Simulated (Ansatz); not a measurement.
TaN: band structure with PBEsol

Crystal: TaN.

```xyz
2
Lattice="2.9380 0.0000 0.0000 -1.4690 2.5444 0.0000 0.0000 0.0000 2.8830" Properties=species:S:1:pos:R:3 pbc="T T T"
Ta    0.0000    0.0000    1.4415
N     1.4690    0.8481    0.0000
```

| Property | Result |
| --- | --- |
| Program | Ansatz 0.2.0 |
| Task | band structure |
| Functional | PBEsol |
| Potentials or basis | Ansatz PAW |
| Cutoff | 420 eV (not typed: the program's choice for these potentials) |
| k mesh | 10 × 10 × 9 |
| Occupations | fermi-dirac, width 0.05 eV |
| Spin | no spin polarisation |
| Path | [["G", "M", "K", "G", "A", "L", "H", "A"], ["L", "M"], ["K", "H"]] |
| Points for each segment of the path | 14 |

The pressure is -4.9 GPa and the band gap on the k mesh is none (metal or under the smearing width).

Stress tensor (GPa, compression positive):
```
-4.76  0.00  0.00
 0.00 -4.76  0.00
 0.00  0.00 -5.09
```

Levels at the corners of the path, in eV from the Fermi level:
```tsv
point	band 6	band 7	band 8	band 9	band 10	band 11	band 12	band 13
Γ	-4.62	-4.62	-4.27	-2.97	2.15	3.54	3.54	3.94
M	-8.36	-5.25	-3.54	-3.22	2.95	3.99	5.15	5.26
K	-7.63	-5.78	-5.21	0.09	0.99	1.52	2.43	7.51
Γ	-4.62	-4.62	-4.27	-2.97	2.15	3.54	3.54	3.94
A	-9.42	-3.79	-3.79	-0.15	-0.15	2.38	3.25	3.25
L	-7.39	-6.25	-5.75	-0.39	4.10	5.32	6.03	7.04
H	-8.30	-6.62	-3.94	-0.41	4.41	5.01	6.68	7.52
A	-9.42	-3.79	-3.79	-0.15	-0.15	2.38	3.25	3.25
L	-7.39	-6.25	-5.75	-0.39	4.10	5.32	6.03	7.04
M	-8.36	-5.25	-3.54	-3.22	2.95	3.99	5.15	5.26
K	-7.63	-5.78	-5.21	0.09	0.99	1.52	2.43	7.51
H	-8.30	-6.62	-3.94	-0.41	4.41	5.01	6.68	7.52
```

Wall time 2.7 s on 2 threads of Intel(R) Xeon(R) Platinum 8259CL CPU @ 2.50GHz (Skylake/Cascade Lake), on a shared host, peak memory 0.37 GiB.

Caveat: the pressure holds a Pulay correction of +0.5 GPa for the finite cutoff; spin-orbit coupling is left out, which moves the levels of the heavy elements; the PAW data sets come from PBE, with cores solved anew for the run's functional, which leaves a small shift of forces and pressure.
